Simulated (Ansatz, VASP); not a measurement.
# BP: VASP beside Ansatz, part 2 of 2

Wanted: the spread between two codes on one cell, functional and k mesh. The structure shown is the start of the Ansatz relaxation below; VASP solves that cell, so the two are compared at the walk's first step.

VASP 6.6.1 and Ansatz 0.2.0.

So far. Step 7 (VASP: single point, LDA, start cell, pair 2): The run ends at a pressure of 15.24 GPa, with forces up to 0.14 eV/Å.

**8. Side by side**

Forces (eV/Å; atoms numbered as in POSCAR):

| atom | Ansatz x, y, z | VASP x, y, z |
| --- | --- | --- |
| B1 | -0.082, -0.082, -0.082 | -0.079, -0.079, -0.079 |
| P2 | 0.082, 0.082, 0.082 | 0.079, 0.079, 0.079 |

The forces differ by 2.8 meV/Å r.m.s., which is 3.5 % of the r.m.s. force of 0.079 eV/Å (both taken over all components).

**9. Other set-ups**

Further runs change the set-up of one program: Ansatz's method, potentials or start, or VASP's data sets, cutoff or form of LDA. The table gives that difference for each run.

| run | r.m.s. force difference (meV/Å) |
| --- | --- |
| as above | 2.8 |
| VASP with a cutoff of 500 eV (perhaps on Ansatz's relaxed cell) | 2.8 |

**10. Ansatz: relaxation, LDA**

The two programs are compared at the cell with which this relaxation starts, whose forces are those of its first step. The cell compared in this pair holds 22.19 Å³, against 21.01 Å³ for the pair before.

The structure compared here is the start of the Ansatz relaxation; VASP solves that cell, so the two are compared at the walk's first step.

File input.yaml:

```yaml
crystal:
  lattice:
    - [0.0149686081, 2.237806916, 2.237806916]
    - [2.237806916, 0.0149686081, 2.237806916]
    - [2.237806916, 2.237806916, 0.0149686081]
  atoms:
    - { symbol: B, position: [0.0, 0.0, 0.0] }
    - { symbol: P, position: [0.75, 0.75, 0.75] }
  conventional_axes: [[-1, 1, 0], [0, -1, 1], [1, 1, 1]]
kpoints:
  mp_grid: { grid: [12, 12, 12] }
hamiltonian:
  xc: lda
  pseudopotentials: { kind: paw, azcp: { folder: soft_1 }, xc_functional: pbe }
scf:
  occupations: { method: gaussian, width: 0.02 }
output:
  forces: true
  stress: true
  eigenvalues: true
relax:
  adjacent_minimum: "off"
  f_tol: 0.001
  max_steps: 60
  cell: { stress_tol: 0.01, fix: [a, b, gamma] }
```

The run is started by

```
> ansatz run input.yaml --threads 4 --pin off --max-ram 10240MiB --backend cpu --events-out ev --progress --plain --runs-dir out
```

Numbers of over 12 decimals in the logs are rounded to 6 here.

What it wrote:

```text
[...]
Crystal: 2 atoms, lattice volume = 22.188 Å³
Basis set: ecut = 420 eV, 423 PW (Γ)
Bands: 8, of which v1, the nominal top of the filled ones, is band 4 counted from 1 (3 counted from 0)
Symmetry: 6 space group operations
[...]
k-points: 189 of 1728 (time reversal used)
[...]
--- Band table (eV; the first three rows and the last of 189) ---
[...]
--- Relaxed structure (4 steps of the walk, 4 accepted, 1 SCFs on fresh bases) ---
[...]
cell:  # Å, volume = 22.2365 Å³
    - [0.018241, 2.241079, 2.241079]
    - [2.241079, 0.018241, 2.241079]
    - [2.241079, 2.241079, 0.018241]
  atoms:
    - { symbol: B, position: [-0.000388229, -0.000388229, -0.000388229] }
    - { symbol: P, position: [0.750388, 0.750388, 0.750388] }
[key lines of the parts left out:]
SCF converged after 5 iterations
Free energy (F): -876.630610 eV
Fermi energy:    10.292631 eV
P = ⅓ Tr σ = 3.2700 GPa (32.700 kbar)
```

**11. VASP: single point, LDA, start cell, pair 3**

The same cell, functional (in two slightly different forms), mesh and smearing now go to VASP, with its own data sets.

File INCAR:

```
SYSTEM = BP
PREC = Accurate
ENCUT = 420
EDIFF = 1E-06
NELM = 120
ISMEAR = 0
SIGMA = 0.02
LREAL = .FALSE.
ALGO = Normal
GGA = CA
NBANDS = 10
LORBIT = 11
LWAVE = .FALSE.
LCHARG = .FALSE.
ISIF = 2
LASPH = .TRUE.
GGA_COMPAT = .FALSE.
EFERMI = MIDGAP
```

File POSCAR:

```
BP
1.0
    0.0149690000      2.2378070000      2.2378070000
    2.2378070000      0.0149690000      2.2378070000
    2.2378070000      2.2378070000      0.0149690000
B P
1 1
Direct
    0.0000000000      0.0000000000      0.0000000000
    0.7499999443      0.7499999443      0.7499999443
```

File KPOINTS:

```
Automatic mesh
0
Gamma
12 12 12
0 0 0
```

PAW data sets: B and P (LDA family, release 64).

The run is started by

```
> mpirun -np 1 vasp_std
```

What it wrote:

```text
[... set-up lines as in an earlier step ...]
 entering main loop
       N       E                     dE             d eps       ncg     rms          rms(c)
DAV:   1     0.489514852928E+01    0.48951E+01   -0.36293E+03  3812   0.613E+02
DAV:   2    -0.148630886061E+02   -0.19758E+02   -0.18796E+02  5338   0.102E+02
DAV:   3    -0.153404361348E+02   -0.47735E+00   -0.47632E+00  4656   0.146E+01
DAV:   4    -0.153423666725E+02   -0.19305E-02   -0.19303E-02  4720   0.107E+00
[...]
DAV:  10    -0.143921648605E+02    0.49950E-05   -0.13946E-04  4196   0.703E-02    0.350E-02
DAV:  11    -0.143921667214E+02   -0.18609E-05   -0.65314E-06  4546   0.139E-02    0.390E-02
DAV:  12    -0.143921664307E+02    0.29071E-06   -0.17906E-06  2276   0.628E-03
   1 F= -.14392166E+02 E0= -.14392166E+02  d E =0.000000E+00
```

OUTCAR, selected parts (step 11):

```text
  Total        0.4970866      0.4970866      0.4970866     -0.2113774     -0.2113774     -0.2113774
  in kB       35.8942024     35.8942024     35.8942024    -15.2633799    -15.2633799    -15.2633799
  external PRESSURE =      35.8942024 kB  Pullay stress =       0.0000000 kB

 POSITION                                       TOTAL-FORCE (eV/Angst)
 -----------------------------------------------------------------------------------
      0.00000      0.00000      0.00000        -0.057870     -0.057870     -0.057870
      3.36794      3.36794      3.36794         0.057870      0.057870      0.057870
 -----------------------------------------------------------------------------------
    total drift:                                0.000035      0.000035      0.000035

  FREE ENERGIE OF THE ION-ELECTRON SYSTEM (eV)
  ---------------------------------------------------
  free  energy   TOTEN  =       -14.3921664307 eV

  energy  without entropy=      -14.3921664307  energy(sigma->0) =      -14.39216643

[... 1 part as in an earlier step ...]

[... 2 further parts left out ...]
[key lines of the parts left out:]
E-fermi :   8.5956
```

The run ends at a pressure of 3.59 GPa, with forces up to 0.10 eV/Å.

**12. Side by side**

Forces (eV/Å; atoms numbered as in POSCAR):

| atom | Ansatz x, y, z | VASP x, y, z |
| --- | --- | --- |
| B1 | -0.059, -0.059, -0.059 | -0.058, -0.058, -0.058 |
| P2 | 0.059, 0.059, 0.059 | 0.058, 0.058, 0.058 |

The forces differ by 0.7 meV/Å r.m.s., which is 1.2 % of the r.m.s. force of 0.058 eV/Å (both taken over all components).

**13. What the set-up changes**

Further runs change the set-up of one program: Ansatz's method, potentials or start, or VASP's data sets, cutoff or form of LDA. The table gives that difference for each run.

| run | r.m.s. force difference (meV/Å) |
| --- | --- |
| as above | 0.71 |
| VASP with a cutoff of 500 eV (perhaps on Ansatz's relaxed cell) | 0.61 |

**14. Summary of results**

- r.m.s. force difference (single point, LDA, start cell, pair 1): 2.1 meV/Å
- r.m.s. force difference (single point, LDA, start cell, pair 2): 2.8 meV/Å
- r.m.s. force difference (single point, LDA, start cell, pair 3): 0.71 meV/Å

The r.m.s. force difference is 2.8 meV/Å (single point, LDA, start cell, pair 2), within the 12 meV/Å picked in this series as the mark of a large difference. 5 further runs of this series are not shown here. How closely two codes agree says nothing of how well the functional describes the real material.

[Lines on the potential files, build, host, timing and source positions are cut from VASP's logs without a mark.]

[Logs are printed without paths, hosts, clocks, repeated set-up lines and the standing remarks that a program may print on its own settings, such as how far it seeks lower states.]

[Hosts, paths, dates, database ids (printed as entryN), source tags and the programs' standing remarks are cut or masked in the printed files.]

[Rows of further runs with another cutoff or data set may stand on the cell that Ansatz relaxed, not on the start cell of the pair above them.]
